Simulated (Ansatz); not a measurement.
# TaN (Fm-3m): modes against biaxial strain in the (001) plane, part 2 of 2

Wanted: the shifts of the zone-centre modes of TaN (Fm-3m) with strain.

Ansatz 0.2.0; DFT PBEsol, scalar-relativistic, plane waves, PAW; PAW set soft_1.

So far, highest optical mode at the zone centre (no LO-TO term) (cm⁻¹): step 4 (modes at rest) 408.

### Step 5. Relaxation of a member: biaxial strain of +4 % in the (001) plane

The cell takes a biaxial strain of +4 % in the (001) plane. The strained lengths are held, while the rest of the cell and the atoms relax.

input.yaml reads:

```yaml
crystal:
  lattice:
    - [0.0, 2.2748894733, 2.1633659711]
    - [2.2748894733, 0.0, 2.1633659711]
    - [2.2748894733, 2.2748894733, 0.0]
  atoms:
    - { symbol: "N", position: [0.0, 0.0, 0.0] }
    - { symbol: Ta, position: [0.5, 0.5, 0.5] }
  conventional_axes: [[-1, 1, 1], [1, -1, 1], [1, 1, -1]]
kpoints:
  mp_grid: { grid: [16, 16, 16] }
hamiltonian:
  xc: pbesol
  pseudopotentials: { kind: paw, azcp: { folder: soft_1 }, xc_functional: pbe }
scf:
  occupations: { method: methfessel_paxton, width: 0.2 }
output:
  forces: true
  stress: true
  eigenvalues: true
relax:
  adjacent_minimum: "off"
  f_tol: 0.001
  max_steps: 60
  cell: { stress_tol: 0.01, fix: [a, b, gamma] }
```

Started as:

```sh
ansatz run input.yaml --threads 4 --pin off --max-ram 10240MiB --backend cpu --events-out ev --progress --plain --runs-dir out
```

Numbers of over 12 decimals in the logs are rounded to 6 here.

The program printed:

```text
[...]
Crystal: 2 atoms, lattice volume = 22.391 Å³
Basis set: ecut = 420 eV, 443 PW (Γ), exchange–correlation on 48×48×48 points (8 copies of the dense FFT grid, shifted against one another)
Bands: 13, of which v1, the nominal top of the filled ones, is band 9 counted from 1 (8 counted from 0)
Symmetry: 16 space group operations
[...]
k-points: 349 of 4096
[...]
k-point 348: bands = [... 5 lower, 14.1634, 15.0873, 15.6323, 15.6323, 22.3225, 23.6259, 23.6259, 24.4420, ... 4 higher]
--- Relaxed structure (4 steps of the walk, 4 accepted, 2 SCFs on fresh bases) ---
[...]
cell:  # Å, volume = 22.3166 Å³
    - [0.0, 2.2748894733, 2.156141]
    - [2.2748894733, 0, 2.156141]
    - [2.2748894733, 2.2748894733, 0]
  atoms:
    - { symbol: N, position: [0, 0, 0] }
    - { symbol: Ta, position: [0.5, 0.5, 0.5] }
[key lines of the parts left out:]
SCF converged after 4 iterations
Free energy (F): -10187.827114 eV
Fermi energy:    20.286254 eV
P = ⅓ Tr σ = -17.7077 GPa (-177.077 kbar)
```

The job ended after 7.2 s (4 threads of Intel Xeon Platinum 8488C (Sapphire Rapids), shared host; peak memory 0.59 GiB).

The steps of the relaxation:

```csv
step,energy less that of the first step (eV),largest force component (eV/Å),pressure (GPa),volume (Å³)
1,0.0000,0.0000,-18.88,22.39
2,-0.0008,0.0000,-17.63,22.31
3,-0.0008,0.0000,-17.71,22.32
4*,-0.0006,0.0000,-17.72,22.32
5,-0.0006,0.0000,-17.71,22.32
6*,-0.0006,0.0000,-17.71,22.32
```

Relaxation steps marked * repeat the geometry before them on a plane-wave basis chosen anew for their cell, so energy and pressure can jump there.

Forces are held to the 16 operations that the run works with; a distortion that breaks them can't arise in this run.

```csv
"conventional cell, symmetrised",before,after,change
a (Å),3.217,3.217,-0.0 %
b (Å),3.217,3.217,-0.0 %
c (Å),4.327,4.312,-0.3 %
volume (Å³/atom),11.20,11.16,-0.3 %
```

The relaxed structure:

```xyz
2
Lattice="0.0000 2.2749 2.1561 2.2749 0.0000 2.1561 2.2749 2.2749 0.0000" Properties=species:S:1:pos:R:3 pbc="T T T"
N     0.0000    0.0000    0.0000
Ta    2.2749    2.2749    2.1561
```

This step gave:

| Property | Result |
| --- | --- |
| pressure | -17.71 GPa |
| volume per atom | 11.16 Å³ |

The forces vanish by symmetry.

### Step 6. Modes of this member: biaxial strain of +4 % in the (001) plane

The zone-centre modes follow for biaxial strain of +4 % in the (001) plane.

input.yaml, the sections that differ from step 5:

```yaml
crystal:
  lattice:
    - [0.0, 2.2748894733, 2.1561413724]
    - [2.2748894733, 0.0, 2.1561413724]
    - [2.2748894733, 2.2748894733, 0.0]
  atoms:
    - { symbol: "N", position: [0.0, 0.0, 0.0] }
    - { symbol: Ta, position: [0.5, 0.5, 0.5] }
output:
  eigenvalues: true
phonons:
  method: dfpt
# kpoints, hamiltonian, scf: as in step 5
# relax: removed
```

The program printed:

```text
zone centre: on kpoints.mp_grid the ground state, and the responses unless they are solved on pairs of k-points, stand on 621 of the mesh's 4096 k-points, reduced under 8 symmetry operations, with k and −k counted as one. Each operation leaves every solved displacement unchanged or reverses it
[...]
Crystal: 2 atoms, lattice volume = 22.317 Å³
Basis set: ecut = 420 eV, 427 PW (Γ), exchange–correlation on 48×48×48 points (8 copies of the dense FFT grid, shifted against one another)
Bands: 13, of which v1, the nominal top of the filled ones, is band 9 counted from 1 (8 counted from 0)
Symmetry: 16 space group operations
k-points: 621 of 4096 (irreducible under 8 space group operations)
[...]
SCF iter   1: F=—  HF=-10187.899084 eV  |F-HF|=—  |Δ(HF+E_count)|=         —  Δρ=4.47e-2  dr2=3.98e-1  ethr=3.10e-3  ⟨swp⟩=5.0  Hψ=86329  notcnv=0
[...]
SCF iter   8: F=-10187.827114 eV  HF=-10187.827114 eV  |F-HF|=0.00e0  |Δ(HF+E_count)|=  1.27e-11  S|Δr|=    0.00e0  Δρ=5.97e-8  dr2=5.34e-13  ethr=1.00e-12  ⟨swp⟩=9.0  Hψ=46269  notcnv=0
SCF 1 converged in 8 iterations: F = -10187.827114 eV  dr2 = 5.34e-13
[...]
SCF converged after 8 iterations
[...]
Free energy (F): -10187.827114 eV
[...]
Internal energy: -10187.827284 eV  (E = F + TS)
E sigma→0 (E₀):  -10187.827157 eV
Entropy (-TS):   0.000170 eV (0.085 meV/atom)
Fermi energy:    20.286253 eV
[...]
--- Band table (eV; the first three rows and the last of 621) ---
  k-point 0: bands = [... 5 lower, 16.5656, 16.5656, 16.7780, 18.1435, 18.1435, 18.7484, 19.9926, 20.0196, ... 4 higher]
  k-point 1: bands = [... 5 lower, 16.0930, 16.2306, 16.4268, 18.3213, 18.3640, 18.8612, 20.3502, 20.4038, ... 4 higher]
  k-point 2: bands = [... 5 lower, 15.1010, 15.5582, 15.7347, 18.7114, 18.7318, 19.0930, 21.2231, 21.3165, ... 4 higher]
  k-point 620: bands = [... 5 lower, 14.1634, 15.0873, 15.6323, 15.6323, 22.3225, 23.6259, 23.6259, 24.4420, ... 4 higher]
[...]
ASR residual: 2.894e-5 → 0.000e0 eV/Å²; symmetrization residual: 3.295e-7 eV/Å²
  ASR residual per site (eV/Å²): 2.89e-5 2.37e-5
  Γ frequencies (cm⁻¹): 0.00 0.00 0.00 242.32 242.32 453.40
[...]
```

Run time: 16 s. Hardware: 4 threads; peak memory 0.97 GiB.

This step gave:

| Property | Result |
| --- | --- |
| sum-rule residual before enforcement | 2.89e-5 eV/Å² |
| point group | 4/mmm |
| highest optical mode at the zone centre (no LO-TO term) | 453.4 cm⁻¹ |
| lowest optical zone-centre mode | 242.3 cm⁻¹ |

Patterns of degenerate modes are one choice out of their space. The modes at Γ (shares of kinetic energy by element, %):

```csv
mode,frequency (cm⁻¹),symmetry,N %,Ta %
1,0.0,acoustic,7,93
2,0.0,acoustic,7,93
3,0.0,acoustic,7,93
4,242.3,Eu,93,7
5,242.3,Eu,93,7
6,453.4,A2u,93,7
```

Displacements in mode 5 (242.3 cm⁻¹), the largest set to 1:
```
N1   0.00  1.00  0.00
Ta2  0.00 -0.08  0.00
```

Displacements in mode 6 (453.4 cm⁻¹), the largest set to 1:
```
N1   0.00  0.00  1.00
Ta2  0.00  0.00 -0.08
```

The lowest optical mode is real, 242 cm⁻¹, and the highest lies at 453.4 cm⁻¹.

Between step 4 and this run (strain 4 %) the value for the highest optical mode at the zone centre (no LO-TO term) moves from 408 cm⁻¹ to 453 cm⁻¹ (+11 %).

### Step 7. A member of the series: biaxial strain of -4 % in the (001) plane

The cell takes a biaxial strain of -4 % in the (001) plane. The strained lengths are held, while the rest of the cell and the atoms relax.

input.yaml, the sections that differ from step 6:

```yaml
crystal:
  lattice:
    - [0.0, 2.0998979757, 2.2193278516]
    - [2.0998979757, 0.0, 2.2193278516]
    - [2.0998979757, 2.0998979757, 0.0]
  atoms:
    - { symbol: "N", position: [0.0, 0.0, 0.0] }
    - { symbol: Ta, position: [0.5, 0.5, 0.5] }
  conventional_axes: [[-1, 1, 1], [1, -1, 1], [1, 1, -1]]
output:
  forces: true
  stress: true
  eigenvalues: true
relax:
  adjacent_minimum: "off"
  f_tol: 0.001
  max_steps: 60
  cell: { stress_tol: 0.01, fix: [a, b, gamma] }
# kpoints, hamiltonian, scf: as in step 6
# phonons: removed
```

The program printed:

```text
[...]
Crystal: 2 atoms, lattice volume = 19.573 Å³
Basis set: ecut = 420 eV, 371 PW (Γ), exchange–correlation on 48×48×40 points (8 copies of the dense FFT grid, shifted against one another)
Bands: 13, of which v1, the nominal top of the filled ones, is band 9 counted from 1 (8 counted from 0)
Symmetry: 16 space group operations
[...]
k-points: 349 of 4096
[...]
k-point 348: bands = [... 5 lower, 16.0136, 17.2679, 18.6594, 18.6594, 25.5862, 27.2389, 27.2389, 28.4653, ... 4 higher]
--- Relaxed structure (5 steps of the walk, 5 accepted, 2 SCFs on fresh bases) ---
[...]
cell:  # Å, volume = 19.7144 Å³
    - [0.0, 2.0998979757, 2.235407]
    - [2.0998979757, 0, 2.235407]
    - [2.0998979757, 2.0998979757, 0]
  atoms:
    - { symbol: N, position: [0, 0, 0] }
    - { symbol: Ta, position: [0.5, 0.5, 0.5] }
[key lines of the parts left out:]
SCF converged after 4 iterations
Free energy (F): -10187.774937 eV
Fermi energy:    23.185170 eV
P = ⅓ Tr σ = 28.3749 GPa (283.749 kbar)
```

Elapsed: 8 s, on 4 threads; peak memory 0.57 GiB.

The steps of the relaxation:

```csv
step,energy less that of the first step (eV),largest force component (eV/Å),pressure (GPa),volume (Å³)
1,0.0000,0.0000,30.95,19.57
2,-0.0015,0.0000,28.88,19.68
3,-0.0016,0.0000,28.40,19.71
4,-0.0016,0.0000,28.37,19.71
5*,-0.0018,0.0000,28.40,19.71
6,-0.0018,0.0000,28.37,19.71
7*,-0.0018,0.0000,28.37,19.71
```

Relaxation steps marked * repeat the geometry before them on a plane-wave basis chosen anew for their cell, so energy and pressure can jump there.

The run keeps the 16 symmetry operations that it works with, so distortions that break them were not tested.

```csv
"conventional cell, symmetrised",before,after,change
a (Å),2.970,2.970,+0.0 %
b (Å),2.970,2.970,+0.0 %
c (Å),4.439,4.471,+0.7 %
volume (Å³/atom),9.79,9.86,+0.7 %
```

The relaxed structure:

```cif
data_structure
_symmetry_space_group_name_H-M 'P 1'
_symmetry_Int_Tables_number 1
_cell_length_a 3.0670
_cell_length_b 3.0670
_cell_length_c 2.9697
_cell_angle_alpha 61.044
_cell_angle_beta 61.044
_cell_angle_gamma 57.912
_cell_volume 19.71
loop_
_atom_site_label
_atom_site_type_symbol
_atom_site_fract_x
_atom_site_fract_y
_atom_site_fract_z
_atom_site_occupancy
N1 N 0.00000 0.00000 0.00000 1
Ta2 Ta 0.50000 0.50000 0.50000 1
```

Numbers from this step:

| Quantity | Value |
| --- | --- |
| pressure | 28.37 GPa |
| volume per atom | 9.857 Å³ |

The forces vanish by symmetry.

The cell grew by 0.7 % in volume.

### Step 8. Modes of this member: biaxial strain of -4 % in the (001) plane

The zone-centre modes follow for biaxial strain of -4 % in the (001) plane.

input.yaml, the sections that differ from step 7:

```yaml
crystal:
  lattice:
    - [0.0, 2.0998979757, 2.2354067436]
    - [2.0998979757, 0.0, 2.2354067436]
    - [2.0998979757, 2.0998979757, 0.0]
  atoms:
    - { symbol: "N", position: [0.0, 0.0, 0.0] }
    - { symbol: Ta, position: [0.5, 0.5, 0.5] }
output:
  eigenvalues: true
phonons:
  method: dfpt
# kpoints, hamiltonian, scf: as in step 7
# relax: removed
```

The program printed:

```text
[...]
Crystal: 2 atoms, lattice volume = 19.714 Å³
Basis set: ecut = 420 eV, 371 PW (Γ), exchange–correlation on 48×48×48 points (8 copies of the dense FFT grid, shifted against one another)
Bands: 13, of which v1, the nominal top of the filled ones, is band 9 counted from 1 (8 counted from 0)
Symmetry: 16 space group operations
k-points: 621 of 4096 (irreducible under 8 space group operations)
[...]
k-point 2: bands = [... 5 lower, 17.5069, 17.9370, 18.1457, 21.1759, 21.6894, 21.7038, 23.7874, 25.3332, ... 4 higher]
  k-point 620: bands = [... 5 lower, 16.0136, 17.2679, 18.6594, 18.6594, 25.5862, 27.2389, 27.2389, 28.4653, ... 4 higher]
[...]
ASR residual: 4.068e-5 → 0.000e0 eV/Å²; symmetrization residual: 4.154e-7 eV/Å²
  ASR residual per site (eV/Å²): 4.07e-5 2.84e-5
  Γ frequencies (cm⁻¹): 0.00 0.00 0.00 337.73 574.47 574.47
[...]
[key lines of the parts left out:]
SCF converged after 8 iterations
Free energy (F): -10187.774937 eV
Fermi energy:    23.185170 eV
```

Run time: 15 s. Hardware: 4 threads; peak memory 0.93 GiB; 51 s of CPU time.

This step gave:

| Property | Result |
| --- | --- |
| sum-rule residual before enforcement | 4.07e-5 eV/Å² |
| highest optical mode at the zone centre (no LO-TO term) | 574.5 cm⁻¹ |
| lowest optical zone-centre mode | 337.7 cm⁻¹ |

Patterns of degenerate modes are one choice out of their space. Modes at Γ, with each element's share of the kinetic energy:

```csv
mode,frequency (cm⁻¹),symmetry,N %,Ta %
1,0.0,acoustic,7,93
2,0.0,acoustic,7,93
3,0.0,acoustic,7,93
4,337.7,A2u,93,7
5,574.5,Eu,93,7
6,574.5,Eu,93,7
```

Displacements in mode 4 (337.7 cm⁻¹), the largest set to 1:
```
N1   0.00  0.00  1.00
Ta2  0.00  0.00 -0.08
```

Displacements in mode 5 (574.5 cm⁻¹), the largest set to 1:
```
N1   0.00  1.00  0.00
Ta2  0.00 -0.08  0.00
```

The lowest optical mode is real, 338 cm⁻¹, and the highest lies at 574.5 cm⁻¹.

Between step 4 and this run (strain -4 %) the value for the highest optical mode at the zone centre (no LO-TO term) moves from 408 cm⁻¹ to 574 cm⁻¹ (+41 %).

### Step 9. All members side by side

The members are set side by side, also those not shown above.

Stress is positive in compression; energies are extrapolated to zero smearing, and E0 is that at rest; the edges not held and the atoms are relaxed in each cell; all runs use 16×16×16 k points and Methfessel-Paxton smearing of 0.2 eV. State of the crystal along the series:

```csv
strain (%),in-plane stress (GPa),free strain along [001] (%),E - E0 (meV/atom)
-4,42.56,2.195,102.2
-3,30.48,1.46,55.49
-2,19.28,0.887,23.68
-1,8.995,0.4369,5.628
0,-0.002937,0,0
1,-7.785,-0.4416,5.089
2,-14.93,-0.7983,19.94
3,-21.33,-1.099,44.04
4,-26.56,-1.429,76.18
```

Optical modes are counted from below at rest and tracked from member to member by their patterns, and modes that stay within 0.3 cm⁻¹ of each other stand once; labels, where given, are those at rest; the edges not held and the atoms are relaxed in each cell; all runs use 16×16×16 k points and Methfessel-Paxton smearing of 0.2 eV. Optical modes along the series:

```csv
strain (%),"optical mode 1 T1u, doublet (cm⁻¹)","optical mode 2 T1u, singlet (cm⁻¹)"
-4,574.5,337.7
-3,532.1,351.2
-2,488.2,367.3
-1,447,388.9
0,407.6,407.6
1,369.5,422.4
2,329,434.6
3,285.5,444.7
4,242.3,453.4
```

Value and slope at zero strain of a cubic (a lower polynomial where under five rows exist) through the rows within 2 % of rest. Slopes at rest:

```csv
mode,frequency (cm⁻¹),shift per percent of strain (cm⁻¹),shift per GPa of compressive stress (cm⁻¹)
"optical mode 1 T1u, doublet",407.9,-38.39,4.61
"optical mode 2 T1u, singlet",407.4,16.76,-2.01
```

### Step 10. Summary of results

```yaml
members: 9
highest_optical_mode_at_the_zone_centre_no_lo_to_term_at_rest: 407.6 cm⁻¹
biaxial_modulus_in_the_001_plane: 834 GPa
optical_mode_1_t1u_doublet_shift_per_percent: -38.39 cm⁻¹
optical_mode_2_t1u_singlet_shift_per_percent: 16.76 cm⁻¹
```

What this shows: The stress changes by 8.34 GPa for each percent, a biaxial modulus of 834 GPa in the (001) plane. For each percent the free edge responds with -0.45 %. The strain lowers the symmetry: the level at 407.6 cm⁻¹ splits, into 574.5 and 337.7 cm⁻¹ at -4 %. The fastest shift in the table of slopes is -38.4 cm⁻¹ for each percent (optical mode 1 T1u, doublet), or 4.6 cm⁻¹ for each GPa of compressive stress. For small strain, the measured shift of a line that Raman or infrared light can see, divided by its slope, estimates the stress, if the state of stress is of this kind. These are harmonic frequencies at zero temperature: anharmonic shifts, linewidths and thermal expansion are left out. Spin-orbit coupling is left out, which can matter for the heavy elements here. With no gap, or one that is small against the smearing, the frequencies hang on the k mesh and the smearing, most of all near Kohn anomalies. The PAW files were made for PBE; the program adapts parts of them to the functional of the run, but their partial waves stay those of PBE, an approximation that was not tested in this session. Only the zone centre was solved, so an instability at another wavevector cannot show here.

[Logs are printed without paths, hosts, clocks, repeated set-up lines and the standing remarks that a program may print on its own settings, such as how far it seeks lower states.]

[Hosts, paths, dates, database ids (printed as entryN), source tags and the programs' standing remarks are cut or masked in the printed files.]
